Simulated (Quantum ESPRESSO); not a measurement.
# W (Im-3m) in Quantum ESPRESSO: further runs, part 2 of 2

Quantum ESPRESSO 7.5. Earlier steps stand in the parts before.

**11. Band structure, PBEsol**

Input file pw.in:

```
&CONTROL
  calculation = 'scf'
  prefix = 'pwscf'
  outdir = './tmp'
  pseudo_dir = './pseudo'
  tprnfor = .true.
  tstress = .true.
  disk_io = 'low'
/
&SYSTEM
  ibrav = 0
  nat = 1
  ntyp = 1
  ecutwfc = 74
  nbnd = 13
  occupations = 'smearing'
  smearing = 'fd'
  degauss = 0.00367493
/
&ELECTRONS
  conv_thr = 2d-10
  electron_maxstep = 120
  mixing_beta = 0.5
/
ATOMIC_SPECIES
W    183.8400 W.upf
CELL_PARAMETERS bohr
  -2.9901986847    2.9901986847    2.9901986847
   2.9901986847   -2.9901986847    2.9901986847
   2.9901986847    2.9901986847   -2.9901986847
ATOMIC_POSITIONS bohr
W      0.0000000000    0.0000000000    0.0000000000
K_POINTS automatic
12 12 12 0 0 0
```

Input file pp_density.in:

```
&INPUTPP
  prefix = 'pwscf'
  outdir = './tmp'
  filplot = 'density.dat'
  plot_num = 0
/
&PLOT
  nfile = 1
  filepp(1) = 'density.dat'
  iflag = 3
  output_format = 6
  fileout = 'density.cube'
/
```

Input file pp_potential.in:

```
&INPUTPP
  prefix = 'pwscf'
  outdir = './tmp'
  filplot = 'potential.dat'
  plot_num = 11
/
&PLOT
  nfile = 1
  filepp(1) = 'potential.dat'
  iflag = 3
  output_format = 6
  fileout = 'potential.cube'
/
```

Input file pp_elf.in:

```
&INPUTPP
  prefix = 'pwscf'
  outdir = './tmp'
  filplot = 'elf.dat'
  plot_num = 8
/
&PLOT
  nfile = 1
  filepp(1) = 'elf.dat'
  iflag = 3
  output_format = 6
  fileout = 'elf.cube'
/
```

Input file bands.in:

```
&CONTROL
  calculation = 'bands'
  prefix = 'pwscf'
  outdir = './tmp'
  pseudo_dir = './pseudo'
  disk_io = 'low'
  verbosity = 'high'
/
&SYSTEM
  ibrav = 0
  nat = 1
  ntyp = 1
  ecutwfc = 74
  nbnd = 13
  occupations = 'smearing'
  smearing = 'fd'
  degauss = 0.00367493
/
&ELECTRONS
  conv_thr = 1d-08
  electron_maxstep = 120
  mixing_beta = 0.5
  diago_full_acc = .true.
/
ATOMIC_SPECIES
W    183.8400 W.upf
CELL_PARAMETERS bohr
  -2.9901986847    2.9901986847    2.9901986847
   2.9901986847   -2.9901986847    2.9901986847
   2.9901986847    2.9901986847   -2.9901986847
ATOMIC_POSITIONS bohr
W      0.0000000000    0.0000000000    0.0000000000
K_POINTS crystal
60
 0.0000000000  0.0000000000  0.0000000000 1
 0.0416666667 -0.0416666667  0.0416666667 1
 0.0833333333 -0.0833333333  0.0833333333 1
 0.1250000000 -0.1250000000  0.1250000000 1
 0.1666666667 -0.1666666667  0.1666666667 1
 0.2083333333 -0.2083333333  0.2083333333 1
 0.2500000000 -0.2500000000  0.2500000000 1
 0.2916666667 -0.2916666667  0.2916666667 1
 0.3333333333 -0.3333333333  0.3333333333 1
 0.3750000000 -0.3750000000  0.3750000000 1
 0.4166666667 -0.4166666667  0.4166666667 1
 0.4583333333 -0.4583333333  0.4583333333 1
 0.5000000000 -0.5000000000  0.5000000000 1
 0.4375000000 -0.4375000000  0.5000000000 1
 0.3750000000 -0.3750000000  0.5000000000 1
 0.3125000000 -0.3125000000  0.5000000000 1
 0.2500000000 -0.2500000000  0.5000000000 1
 0.1875000000 -0.1875000000  0.5000000000 1
 0.1250000000 -0.1250000000  0.5000000000 1
 0.0625000000 -0.0625000000  0.5000000000 1
 0.0000000000  0.0000000000  0.5000000000 1
 0.0000000000  0.0000000000  0.4444444444 1
 0.0000000000  0.0000000000  0.3888888889 1
 0.0000000000  0.0000000000  0.3333333333 1
 0.0000000000  0.0000000000  0.2777777778 1
 0.0000000000  0.0000000000  0.2222222222 1
 0.0000000000  0.0000000000  0.1666666667 1
 0.0000000000  0.0000000000  0.1111111111 1
 0.0000000000  0.0000000000  0.0555555556 1
 0.0000000000  0.0000000000  0.0000000000 1
 0.0227272727  0.0227272727  0.0227272727 1
 0.0454545455  0.0454545455  0.0454545455 1
 0.0681818182  0.0681818182  0.0681818182 1
 0.0909090909  0.0909090909  0.0909090909 1
 0.1136363636  0.1136363636  0.1136363636 1
 0.1363636364  0.1363636364  0.1363636364 1
 0.1590909091  0.1590909091  0.1590909091 1
 0.1818181818  0.1818181818  0.1818181818 1
 0.2045454545  0.2045454545  0.2045454545 1
 0.2272727273  0.2272727273  0.2272727273 1
 0.2500000000  0.2500000000  0.2500000000 1
 0.2708333333  0.1875000000  0.2708333333 1
 0.2916666667  0.1250000000  0.2916666667 1
 0.3125000000  0.0625000000  0.3125000000 1
 0.3333333333  0.0000000000  0.3333333333 1
 0.3541666667 -0.0625000000  0.3541666667 1
 0.3750000000 -0.1250000000  0.3750000000 1
 0.3958333333 -0.1875000000  0.3958333333 1
 0.4166666667 -0.2500000000  0.4166666667 1
 0.4375000000 -0.3125000000  0.4375000000 1
 0.4583333333 -0.3750000000  0.4583333333 1
 0.4791666667 -0.4375000000  0.4791666667 1
 0.5000000000 -0.5000000000  0.5000000000 1
 0.2500000000  0.2500000000  0.2500000000 1
 0.2083333333  0.2083333333  0.2916666667 1
 0.1666666667  0.1666666667  0.3333333333 1
 0.1250000000  0.1250000000  0.3750000000 1
 0.0833333333  0.0833333333  0.4166666667 1
 0.0416666667  0.0416666667  0.4583333333 1
 0.0000000000  0.0000000000  0.5000000000 1
```

Potentials or basis: PseudoDojo 0.4.1 SR PBEsol standard.

Started as:

```
OMP_NUM_THREADS=1 pw.x -in pw.in > pw.out
OMP_NUM_THREADS=1 pp.x -in pp_density.in > pp_density.out
OMP_NUM_THREADS=1 pp.x -in pp_potential.in > pp_potential.out
OMP_NUM_THREADS=1 pp.x -in pp_elf.in > pp_elf.out
OMP_NUM_THREADS=1 pw.x -in bands.in > bands.out
```

Wall time 26 s (1 thread of Arm Neoverse V1, shared host); peak memory 0.09 GiB.

The run converged. Its results:

```
Free energy            : -2063.4780 eV
Pressure               : -2.8 GPa
Band gap on the k mesh : none (metal or under the smearing width)
```

Levels at the corners of the path, in eV from the Fermi level:
| point | band 5 | band 6 | band 7 | band 8 | band 9 | band 10 |
| --- | --- | --- | --- | --- | --- | --- |
| Γ | -9.57 | -1.16 | -1.16 | -1.16 | 2.31 | 2.31 |
| H | -5.76 | -5.76 | 5.25 | 5.25 | 5.25 | 8.32 |
| N | -6.20 | -3.49 | 0.79 | 2.21 | 3.19 | 6.25 |
| Γ | -9.57 | -1.16 | -1.16 | -1.16 | 2.31 | 2.31 |
| P | -2.87 | -2.87 | -2.87 | 3.36 | 3.36 | 6.65 |
| H | -5.76 | -5.76 | 5.25 | 5.25 | 5.25 | 8.32 |
| P | -2.87 | -2.87 | -2.87 | 3.36 | 3.36 | 6.65 |
| N | -6.20 | -3.49 | 0.79 | 2.21 | 3.19 | 6.25 |

Caveat: spin-orbit coupling is left out, which moves the levels of the heavy elements.

**12. The runs side by side**

```csv
task,level,potentials or basis,cutoff (eV),form of the LDA correlation,gap on the mesh (eV),pressure (GPa)
band structure,LDA,PseudoDojo 0.4.1 SR LDA standard,952,PW92,none,-9.8
equation of state,LDA,PseudoDojo 0.4.1 SR LDA standard,952,PW92,-,-
band structure,PBEsol,PseudoDojo 0.4.1 SR PBEsol standard,1007,-,none,-2.8
```

Alike in all rows: no spin polarisation; cell as given; k mesh 12 × 12 × 12; smearing fermi-dirac 0.05 eV.

Caveats: spin-orbit coupling is left out, which moves the levels of the heavy elements (some runs).

Total energies depend on the potentials used, so only differences within one code and one set of settings carry meaning.
